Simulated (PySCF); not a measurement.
An unknown gives this computed stick spectrum. Method used: PySCF, TDDFT CAM-B3LYP/def2-SVPD, vertical, gas phase, core orbitals frozen in the response. Geometries: PBE0-D3(BJ)/def2-SVP, one conformer each.

| state | ν̃ (cm⁻¹) | f | main configurations (H = HOMO, L = LUMO) |
| --- | --- | --- | --- |
| S1 | 67350 | 0.0000 | H-1/H→L+1/L+2 (≥84%) |
| S2 | 69430 | 0.0013 | H-1/H→L+1/L+2 (≥84%) |
| S3 | 69440 | 0.0010 | H-1/H→L+1/L+2 (≥84%) |
| S4 | 69920 | 0.022 | H-1/H→L (≥93%) |
| S5 | 69930 | 0.022 | H-1/H→L (≥92%) |
| S6 | 82170 | 0.038 | H-2→L (90%) |
| S7 | 82880 | 0.0003 | H-2→L+1/L+2 (≥95%) |
| S8 | 82880 | 0.0003 | H-2→L+1/L+2 (≥95%) |
| S9 | 86390 | 0.111 | H-1/H→L+3 (≥81%), H-4→L (11%) |
| S10 | 86390 | 0.111 | H-1/H→L+3 (≥81%), H-5→L (11%) |

Triplets computed (Tamm–Dancoff): 7.29, 7.75, 7.75 eV.

Question: Which structure fits?
A. `CB=O` (CH3BO)
B. `C#CC=C` (C4H4)
C. `C=C1CC1` (C4H6)

Answer: A. Its S1, at 8.35 eV, is the highest among the candidates; the nearest of the others has S1 at 6.71 eV. S1 is HOMO-1/HOMO→LUMO+1/LUMO+2 (≥84%). Löwdin shares by element: HOMO (one of a set within 0.03 eV) oxygen 70%, boron 22%, carbon 5%; LUMO boron 63%, carbon 15%, hydrogen 12% or more. At the same level the other candidates give, for their lowest levels:
- `C=C1CC1`: 6.71 eV (f 0.000); 7.24 eV (f 0.467); 7.28 eV (f 0.020); 7.44 eV (f 0.001); 8.02 eV (f 0.000); T1 4.30 eV; HOMO -8.76, LUMO 1.19 eV
- `C#CC=C`: 5.41 eV (f 0.000); 5.66 eV (f 0.247); 6.16 eV (f 0.001); 7.12 eV (f 0.001); 7.61 eV (f 0.439); T1 3.41 eV; HOMO -8.45, LUMO 0.06 eV

Orbitals of the list HOMO-3 to LUMO+2 that lie within 0.01 eV of each other are written together with a slash and their weights summed (≥ marks a lower bound); for degenerate orbitals outside that list single weights are arbitrary.
